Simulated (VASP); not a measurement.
# How biaxial strain in the (001) plane changes CdS (F-43m)

Wanted: the response of CdS to biaxial strain in the (001) plane, as a table, with a fit that predicts a row left out.

Calculated with VASP 6.6.1; LDA; plane waves and PAW (Cd, S); cell typed or built by script, in the first sound run; inputs show where later runs differ.

Report form: the programs' logs are mostly left out.

## Step 1: Set-up

The structure is cubic, space group F-43m (No. 216). Conventional cell: a = 5.820 Å, b = 5.820 Å, c = 5.820 Å, α = 90.00°, β = 90.00°, γ = 90.00°. Cd has 4 S at 2.52 Å nearest. S has 4 Cd at 2.52 Å nearest. Farther neighbours and most contacts between anions are not listed.

## Step 2: Relax the crystal, LDA

The series starts from the cell that this level prefers, so that zero strain is near zero stress.

This step took 2 runs in a row; the last is shown.

Level: LDA; plane waves and PAW (Cd, S); cell typed or built by script.

The input, INCAR:

```
SYSTEM = CdS
PREC = Accurate
ENCUT = 450
EDIFF = 1E-07
NELM = 120
ISMEAR = 0
SIGMA = 0.02
LREAL = .FALSE.
ALGO = Normal
GGA = CA
NBANDS = 15
LASPH = .TRUE.
LORBIT = 11
LWAVE = .FALSE.
LCHARG = .FALSE.
KPAR = 12
IBRION = 2
NSW = 40
ISIF = 3
EDIFFG = -0.005
POTIM = 0.4
```

The input, POSCAR:

```
CdS
1.0
    0.0000000000      2.8843989593      2.8843989593
    2.8843989593      0.0000000000      2.8843989593
    2.8843989593      2.8843989593      0.0000000000
Cd S
1 1
Direct
    0.0000000000      0.0000000000      0.0000000000
    0.2500000000      0.2500000000      0.2500000000
```

The input, KPOINTS:

```
Automatic mesh
0
Gamma
9 9 9
0 0 0
```

Potentials, in the order of the species: Cd and S (LDA family, release 64).

On the command line:

```bash
> mpirun -np 12 vasp_std
```

Run time: 6 s. Hardware: 12 MPI ranks of AMD EPYC 7R43, shared host; peak memory 1.6 GiB; 59 s of CPU time.

This run gave:

* energy(sigma→0) of the program: -7.4068 eV
* stress, compression positive: xx, yy, zz 0.01, 0.01, 0.01 GPa
* volume: 47.966 Å³
* ionic steps: 2

## Step 3: Strain along the normal, LDA

One member in full: the plane is strained by -1 %, and the strain along the normal is moved by secant steps until the normal stress is under 0.012 GPa or five steps are spent; the atoms relax at each step.

This step took 3 runs, each at a new trial strain with the atoms of the one before; the last is shown.

Level: LDA; plane waves and PAW (Cd, S); cell typed or built by script.

INCAR, as its differences from that of step 2:

```diff
@@ -15,7 +15,7 @@
 LCHARG = .FALSE.
-KPAR = 12
-IBRION = 2
-NSW = 40
-ISIF = 3
-EDIFFG = -0.005
-POTIM = 0.4
+KPAR = 3
+IBRION = 1
+NSW = 25
+ISIF = 2
+EDIFFG = -0.004
+POTIM = 0.3
```

The input, POSCAR:

```
CdS
1.0
    0.0000000000      2.8549702880      2.9270748920
    2.8549702880      0.0000000000      2.9270748920
    2.8549702880      2.8549702880      0.0000000000
Cd S
1 1
Direct
    0.0000000000      0.0000000000      0.0000000000
    0.2500000000      0.2500000000      0.2500000000
```

KPOINTS is that of step 2.

On the command line:

```bash
> mpirun -np 3 vasp_std
```

Wall time 18 s (3 MPI ranks); peak memory 0.36 GiB.

Read from the output:

```
energy(sigma→0) of the program : -7.4049 eV
stress, compression positive   : xx, yy, zz 0.52, 0.52, 0.00 GPa
ionic steps                    : 1
```

## Step 4: Band edges, TB-mBJ with spin-orbit coupling

Short lines in KPOINTS_OPT sample the zone centre along and across the normal of the plane, for masses, and the other valleys.

Level: TB-mBJ, spin-orbit coupling; plane waves and PAW (Cd, S); cell typed or built by script.

TB-mBJ has no energy functional, so the total energy, stress and pressure in this output mean nothing.

The input, INCAR:

```
SYSTEM = CdS
PREC = Accurate
ENCUT = 450
EDIFF = 1E-06
NELM = 150
ISMEAR = 0
SIGMA = 0.02
LREAL = .FALSE.
ALGO = Normal
METAGGA = MBJ
LASPH = .TRUE.
LNONCOLLINEAR = .TRUE.
MAGMOM = 0 0 0 0 0 0
NBANDS = 28
GGA_COMPAT = .FALSE.
LSORBIT = .TRUE.
LWAVE = .FALSE.
LCHARG = .FALSE.
KPAR = 3
```

POSCAR is that of step 3.

The input, KPOINTS:

```
Automatic mesh
0
Gamma
7 7 7
0 0 0
```

The input, KPOINTS_OPT:

```
Line mode
6
Line-mode
Reciprocal
  0.00000000   0.00000000   0.00000000
  0.02329292   0.02329292  -0.00000000

  0.00000000   0.00000000   0.00000000
 -0.00000000  -0.02271913  -0.02271913

  0.31000000   0.31000000   0.00000000
  0.50000000   0.50000000   0.00000000

  0.00000000   0.31000000   0.31000000
  0.00000000   0.50000000   0.50000000

  0.45000000   0.45000000   0.45000000
  0.50000000   0.50000000   0.50000000

  0.45000000   0.00000000   0.00000000
  0.50000000   0.00000000   0.00000000

  0.42500000   0.42500000   0.00000000
  0.42500000   0.44771913   0.02271913

  0.50000000   0.50000000   0.50000000
  0.48393515   0.51606485   0.50000000
```

On the command line:

```bash
> mpirun -np 3 vasp_ncl
```

It took 5.8 min on 3 MPI ranks; peak memory 1.1 GiB; 16 min of CPU time.

## Step 5: Band edges, r2SCAN with spin-orbit coupling

Level: r2SCAN, spin-orbit coupling; plane waves and PAW (Cd, S); cell typed or built by script.

INCAR, as its differences from that of step 4:

```diff
@@ -4,3 +4,3 @@
 EDIFF = 1E-06
-NELM = 150
+NELM = 100
 ISMEAR = 0
@@ -9,3 +9,3 @@
 ALGO = Normal
-METAGGA = MBJ
+METAGGA = R2SCAN
 LASPH = .TRUE.
```

POSCAR is that of step 4.

KPOINTS is that of step 4.

KPOINTS_OPT is that of step 4.

On the command line:

```bash
> mpirun -np 3 vasp_ncl
```

It took 10 min on 3 MPI ranks; peak memory 1 GiB.

This run gave:

```
energy(sigma→0) of the program : -402.6034 eV
stress, compression positive   : xx, yy, zz 4.44, 4.44, 4.08 GPa
```

The run ends at a pressure of 4.32 GPa.

## Step 6: The table

Runs beyond LDA use the data sets made with LDA; this shifts their levels slightly, and their total energies have another zero (at TB-mBJ, which has no energy functional, they mean nothing).

The other members went through these steps as far as the tables show, with the same cutoff and, step by step, the same mesh; 41 runs are not shown. The session took 7.6 core hours (wall time by ranks) on a shared machine.

```tsv
in-plane strain (%)	strain along the normal (%)	in-plane stress, tension positive (GPa)	energy above the unstrained row (meV/atom)	gap on the mesh, LDA (eV)
-2.000	2.962	-1.067	3.451	0.929
-1.500	2.234	-0.789	1.963	0.939
-1.000	1.500	-0.519	0.907	0.948
-0.500	0.759	-0.257	0.246	0.956
0	0.000	-0.007	0.000	0.965
0.500	-0.750	0.246	0.118	0.934
1.000	-1.517	0.490	0.613	0.904
1.500	-2.291	0.726	1.461	0.876
2.000	-3.075	0.955	2.650	0.849
```

Slopes at zero strain, from cubics through all rows: strain ratio -1.508, stress over strain 50 GPa. For a cubic crystal strained in (001) the ratio is −2C₁₂/C₁₁.

Band edges at TB-mBJ with spin-orbit coupling, counted from the valence-band top at Γ, spin-orbit pairs averaged, with one row partly withheld:

```tsv
in-plane strain (%)	gap (eV)	conduction band at Γ (eV)	Δ or X valley along z (eV)	Δ or X valley along x (eV)	lowest conduction level at L, [111] (eV)	lowest conduction level at L, [-111] (eV)	second valence level below the top (eV)	third valence level below the top (eV)
-2.000	2.650	2.650	4.768	4.571	4.311	4.311	0.013	0.164
-1.500	2.660	2.660	4.750	4.604	4.331	4.331	0.013	0.123
-1.000	2.669	2.669	4.733	4.637	4.348	4.348	0.013	0.085
-0.500	2.677	2.677	4.717	4.670	4.362	4.362	0.012	0.049
0	2.685	2.685	4.703	4.703	4.373	4.373	0.000	0.025
0.500	2.663	2.663	4.661	4.707	4.351	4.351	0.029	0.050
1.000	2.638	2.638	4.618	4.708	4.324	4.324	0.061	0.081
1.500	?	?	4.574	4.707	4.294	4.294	0.091	0.112
2.000	2.586	2.586	4.533	4.708	4.263	4.263	0.121	0.142
```

Conduction masses, in electron masses:

```tsv
in-plane strain (%)	conduction mass at Γ, along the strain axis or the normal of the plane	conduction mass at Γ, across the strain axis or in the plane
-2.000	0.243	0.246
-1.500	0.242	0.243
-1.000	0.246	0.247
-0.500	0.241	0.243
0	0.246	0.246
0.500	0.242	0.242
1.000	0.248	0.247
1.500	0.247	0.244
2.000	0.248	0.244
```

Band edges at r2SCAN with spin-orbit coupling, counted from the valence-band top at Γ, spin-orbit pairs averaged:

```tsv
in-plane strain (%)	gap (eV)	conduction band at Γ (eV)	Δ or X valley along z (eV)	Δ or X valley along x (eV)	lowest conduction level at L, [111] (eV)	lowest conduction level at L, [-111] (eV)	second valence level below the top (eV)	third valence level below the top (eV)
-2.000	1.625	1.625	3.853	3.633	3.445	3.445	0.019	0.184
-1.500	1.634	1.634	3.830	3.667	3.466	3.466	0.019	0.140
-1.000	1.642	1.642	3.808	3.701	3.484	3.484	0.018	0.098
-0.500	1.650	1.650	3.788	3.735	3.499	3.499	0.015	0.060
0	1.657	1.657	3.769	3.769	3.510	3.510	0.000	0.036
0.500	1.633	1.633	3.722	3.773	3.486	3.486	0.031	0.061
1.000	1.605	1.606	3.672	3.773	3.457	3.457	0.065	0.094
1.500	1.578	1.578	3.624	3.775	3.424	3.424	0.099	0.128
2.000	1.552	1.552	3.579	3.778	3.390	3.390	0.131	0.161
```

Conduction masses, in electron masses:

```tsv
in-plane strain (%)	conduction mass at Γ, along the strain axis or the normal of the plane	conduction mass at Γ, across the strain axis or in the plane
-2.000	0.161	0.157
-1.500	0.159	0.156
-1.000	0.159	0.157
-0.500	0.157	0.156
0	0.157	0.157
0.500	0.157	0.157
1.000	0.155	0.157
1.500	0.154	0.157
2.000	0.153	0.157
```

## Step 7: A fit to the known rows

The quantity to fit is the conduction level at Γ above the mean of the three top valence levels at TB-mBJ with spin-orbit coupling: 2.709, 2.705, 2.701, 2.697, 2.693, 2.689, 2.685, 2.673 eV in the rows shown.

A least-squares parabola through the 8 rows shown, with e the strain in %: E = − 5.20e-4 e² − 0.008633 e + 2.693 (eV), r.m.s. residual 5.4e-4 eV.

For the withheld row, e = 1.5, the fit gives 2.6793 eV.

## Step 8: Checking the prediction

The calculation gives 2.6787 eV, so the prediction is 0.0006 eV too high, within twice the residual of the fit.

## Step 9: Results

| Property | Result |
| --- | --- |
| ratio of normal to in-plane strain | -1.508 |
| biaxial modulus | 50 GPa |
| gap of the unstrained cell, TB-mBJ with spin-orbit coupling | 2.68 eV |
| gap of the unstrained cell, r2SCAN with spin-orbit coupling | 1.66 eV |
| slope at zero strain of the conduction level at Γ above the mean of the three top valence levels, TB-mBJ with spin-orbit coupling | -9 meV per % |
| error of the predicted row | 0.6 meV |

In words: As a check, the curvature of the energy gives 51 GPa for the same modulus (energy per volume = M × strain²), 1 % from the slope of the stress. At TB-mBJ with spin-orbit coupling the lowest conduction valley is Γ throughout, and the gap runs between 2.59 and 2.68 eV. At r2SCAN with spin-orbit coupling the lowest conduction valley is Γ throughout, and the gap runs between 1.55 and 1.66 eV. Hole masses are left out throughout, since the top bands are degenerate or cross in many series; of conduction masses, those of the Γ, L and (for Si and Ge under (001) strain) Δ valleys are kept where they change by under an eighth between rows. TB-mBJ is a potential fitted for gaps; it has no energy functional, so its total energies and forces mean nothing, and its bands tend to come out too narrow. r2SCAN opens gaps somewhat over GGA but leaves them below measured values as a rule. Δ or X levels are the lowest on their line, refined by a parabola unless they lie at X; the gap is read from all points sampled and can differ from the lowest valley by some meV, or by tens of meV where strain moves the valence top off Γ. Temperature, zero-point motion and excitons are left out.

[Lines on the potential files, build, host, timing and source positions are cut from VASP's logs without a mark.]

[Logs are printed without paths, hosts, clocks, repeated set-up lines and the standing remarks that a program may print on its own settings, such as how far it seeks lower states.]

[Hosts, paths, dates, database ids (printed as entryN), source tags and the programs' standing remarks are cut or masked in the printed files.]

[In band tables of VASP the shares of atoms and orbitals are scaled to a sum of 1 inside the atoms' spheres.]
